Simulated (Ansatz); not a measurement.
Wanted: the native input for an Ansatz 0.2.0 run.

```yaml
Task: relaxation of cell and atoms
Functional: RPBE
Potentials_or_basis: Ansatz PAW
Cutoff: "420 eV (not typed: the program's choice for these potentials)"
k_mesh: 8 × 8 × 5
Occupations: fermi-dirac, width 0.05 eV
Spin: no spin polarisation
```

The system is ZrSe2.

```
Zr Se
1.0
     3.79800    0.00000    0.00000
    -1.89900    3.28916    0.00000
     0.00000    0.00000    6.19200
Zr Se
1 2
Direct
  0.00000 0.00000 0.00000
  0.66667 0.33333 0.75000
  0.33333 0.66667 0.25000
```

One way to write it, as run:

input.yaml

```yaml
crystal:
  lattice:
    - [3.798, 0.0, 0.0]
    - [-1.899, 3.2891644836, 0.0]
    - [0.0, 0.0, 6.192]
  atoms:
    - { symbol: Zr, position: [0.0, 0.0, 0.0] }
    - { symbol: Se, position: [0.6666666667, 0.3333333333, 0.75] }
    - { symbol: Se, position: [0.3333333333, 0.6666666667, 0.25] }
hamiltonian:
  xc: rpbe
  pseudopotentials: { kind: paw }
kpoints:
  mp_grid: { grid: [8, 8, 5] }
scf:
  occupations: { method: fermi_dirac, width: 0.05 }
output:
  forces: true
  stress: true
  write_density: true
  write_potential: true
  elf: true
  volumetric_format: npy
relax:
  f_tol: 0.01
  max_steps: 40
  cell: { stress_tol: 0.05 }
```

Potentials or basis: Ansatz PAW.

Command:

```sh
$ ansatz run input.yaml --threads 2 --pin off --max-ram 5120MiB --backend cpu --events-out ev --progress --plain --runs-dir out
```

Results of the run:

| Item | Value |
| --- | --- |
| Relaxed volume | 34.49 Å³/atom |
| Relaxed cell | a = 3.840 Å, b = 3.840 Å, c = 8.104 Å, α = 90.00°, β = 90.00°, γ = 120.00° |
| Space group after relaxing (to 0.05 Å) | P-3m1 (No. 164) |
| Energy gained by relaxing | 51.5 meV/atom |
| Ionic steps | 14 |
| Pressure after relaxing | 0.0 GPa |
| Band gap on the k mesh | 0.60 eV, indirect (least direct gap 1.18 eV) |

Caveat: the volume moved by over 15 % at a fixed basis, so the end points are rough; odd divisions of the mesh miss points on the zone boundary, where band edges often lie, so the gap on the mesh can be too wide; the plane-wave basis is chosen anew once the cell has moved, so the energies of steps on either side of that aren't comparable; this functional lacks dispersion, which binds the layers, so the pressure and a relaxed spacing across them are unreliable, and here the layers came unbound; the volume moved by +34 % from the deposited cell, more than functionals usually miss; the PAW data sets come from PBE, with cores solved anew for the run's functional, which leaves a small shift of forces and pressure.

It took 35 s on 2 threads of Intel(R) Xeon(R) CPU @ 2.60GHz (Ice Lake), on a shared host, peak memory 0.52 GiB.
